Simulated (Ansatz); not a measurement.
Results of PBE-D4 (plane waves, PAW; Ansatz, a quantum-chemistry and plane-wave program) for cubic perovskite BaSnO3.

Run with plane-wave cutoff 520 eV, 8×8×8 k mesh, Fermi–Dirac smearing 0.01 eV, scalar-relativistic PAW data made under PBE.

Response to compression and expansion:

```csv
V (Å³/atom),P (GPa),direct gap at Γ (eV),smallest gap on the k mesh (eV)
13.438,10.15,1.949,1.485
13.724,6.35,1.684,1.211
14.010,2.98,1.432,0.950
14.296,-0.01,1.190,0.702
14.582,-2.67,0.959,0.466
14.868,-5.03,0.739,0.242
15.154,-7.08,0.530,0.031
```

The fundamental gap (0.70 eV at the equilibrium volume, with added k points) lies elsewhere than Γ–Γ.

Measured, for comparison: band gap 2.95 eV (temperature not stated, not corrected to a static lattice, indirect, from the absorption edge of a single crystal; as tabulated in Kim et al. (2012), arXiv:1207.0764).

Spin–orbit coupling is not included.
